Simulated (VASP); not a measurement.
## Pt: single point with PBEsol

Pt:

```xyz
1
Lattice="0.0000 1.9609 1.9609 1.9609 0.0000 1.9609 1.9609 1.9609 0.0000" Properties=species:S:1:pos:R:3 pbc="T T T"
Pt    0.0000    0.0000    0.0000
```

| Property | Result |
| --- | --- |
| Program | VASP 6.6.1 |
| Task | single point |
| Functional | PBEsol |
| Potentials or basis | VASP PAW PBE potentials, release 64 (Pt) |
| Cutoff | 500 eV |
| k mesh | 12 × 12 × 12 |
| Occupations | gaussian, width 0.1 eV |
| Spin | no spin polarisation |

```
Pressure               : -1.0 GPa
Band gap on the k mesh : none (metal or under the smearing width)
```

Levels at points of the mesh, in eV from the Fermi level:
| k point | band 2 | band 3 | band 4 | band 5 | band 6 | band 7 | band 8 | band 9 |
| --- | --- | --- | --- | --- | --- | --- | --- | --- |
| (0.00, 0.00, 0.00) | -3.82 | -3.82 | -3.82 | -1.64 | -1.64 | 14.60 | 19.56 | 19.56 |
| (0.50, 0.00, 0.00) | -3.88 | -3.88 | -0.57 | 0.03 | 0.03 | 5.79 | 14.15 | 18.92 |
| (0.50, 0.50, 0.00) | -6.67 | 0.01 | 0.48 | 0.48 | 1.68 | 8.81 | 11.31 | 11.31 |

It took 14 s on 1 thread of Intel(R) Xeon(R) Platinum 8375C CPU @ 2.90GHz (Ice Lake) (shared host), peak memory 0.13 GiB.

Caveat: the PAW data sets were made with another functional, which shifts forces and pressure a little. Spin-orbit coupling is left out, which matters for the levels of Pt.
